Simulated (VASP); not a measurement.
Wanted: the native input for a VASP 6.6.1 run.

* Task: relaxation of cell and atoms
* Functional: PBE
* Potentials or basis: VASP PAW PBE potentials, release 64 (Si)
* Cutoff: 600 eV
* k mesh: 12 × 12 × 12
* Occupations: gaussian, width 0.01 eV
* Spin: no spin polarisation
* Target pressure: 7.75 GPa
* Dipole correction: no
* Further INCAR settings: ALGO = Fast; EDIFF = 1e-06; IBRION = 2; EDIFFG = -0.002; NSW = 80; ISIF = 3
* Target pressure: 7.75 GPa

The structure of Si lies in POSCAR:

```
Si
1.0
    0.0000000000      2.6685666761      2.6685666761
    2.6685666761      0.0000000000      2.6685666761
    2.6685666761      2.6685666761      0.0000000000
Si
2
Direct
    0.7500000000      0.7500000000      0.7500000000
    0.5000000000      0.5000000000      0.5000000000
```

One way to write it, as run:

INCAR

```
PREC = Accurate
ENCUT = 600
EDIFF = 1E-6
ISMEAR = 0
SIGMA = 0.01
LREAL = False
LASPH = True
NELM = 60
ALGO = Fast
ISIF = 3
LWAVE = False
LCHARG = False
GGA = PE
IBRION = 2
NSW = 80
EDIFFG = -0.002
PSTRESS = 77.5
```

KPOINTS

```
Automatic mesh
0
Gamma
  12 12 12
```

Potentials or basis: VASP PAW PBE potentials, release 64 (Si).

Command:

```sh
$ cat potpaw_PBE.64/Si/POTCAR > POTCAR
$ mpirun -np 1 vasp_std > vasp.out
```

It gave:

The relaxed volume is 18.98 Å³/atom. The relaxed cell is a = 3.772 Å, b = 3.772 Å, c = 3.772 Å, α = 60.00°, β = 60.00°, γ = 60.00° and the space group after relaxing (to 0.05 Å) is Fd-3m (No. 227). The energy change on relaxing (the enthalpy is what falls) is +1.2 meV/atom, the ionic steps are 3 and the pressure after relaxing is 7.8 GPa. The band gap on the k mesh is 0.47 eV, indirect (least direct gap 2.59 eV).

Caveat: the cell is relaxed towards a set pressure, so the enthalpy falls and the energy may rise.

It took 22 s on 1 thread of AMD EPYC 9R45 96-Core Processor (Zen 5), on a shared host, peak memory 0.14 GiB.
